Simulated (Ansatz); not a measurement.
The reference is SrF₂ in the fluorite structure (space group Fm-3m, No. 225).

```
CELL_PARAMETERS angstrom
      0.00000     2.92864     2.92864
      2.92864     0.00000     2.92864
      2.92864     2.92864     0.00000
ATOMIC_POSITIONS crystal
  Sr 0.00000 0.00000 0.00000
  F  0.25000 0.25000 0.25000
  F  0.75000 0.75000 0.75000
```

Cartesian axes are those of the cell as printed.

Method: PBE in Ansatz (plane waves to 420 eV, PAW, scalar-relativistic without spin-orbit coupling).

For the base:

- Smallest direct gap: 6.89 eV
- Shortest interatomic distance: 2.536 Å
- Band gap: 6.78 eV

Perturbation: a free-standing slab of 5 layers (15 atoms, 3 a layer) is cut normal to [111], with 15 Å of vacuum and the in-plane cell held at bulk.

Question: What does the calculation give for the excess energy per area of both faces after the change?

Answer: The excess energy per area of both faces (slab less bulk energy over the cell's area: twice a surface energy) comes out as 0.68 J/m².

Question: Estimate the effect on the smallest direct gap.

Answer: The smallest direct gap shrinks by 0.44 eV, from 6.89 eV to 6.45 eV.

Question: What happens to the shortest interatomic distance?

Answer: The shortest interatomic distance falls by 0.027 Å, from 2.536 Å to 2.509 Å.

Question: What does the calculation give for the band gap after the change?

Answer: The band gap decreases by 0.43 eV, from 6.78 eV to 6.35 eV.

Question: How does this affect the gap character?

Answer: The gap character comes out as indirect, M → Γ.

Slab and bulk use different k-meshes, which limits the precision of the excess energy. Stability against distortions was not tested. k-point labels follow each cell's own Brillouin zone.

Ansatz is a quantum-chemistry and plane-wave program.
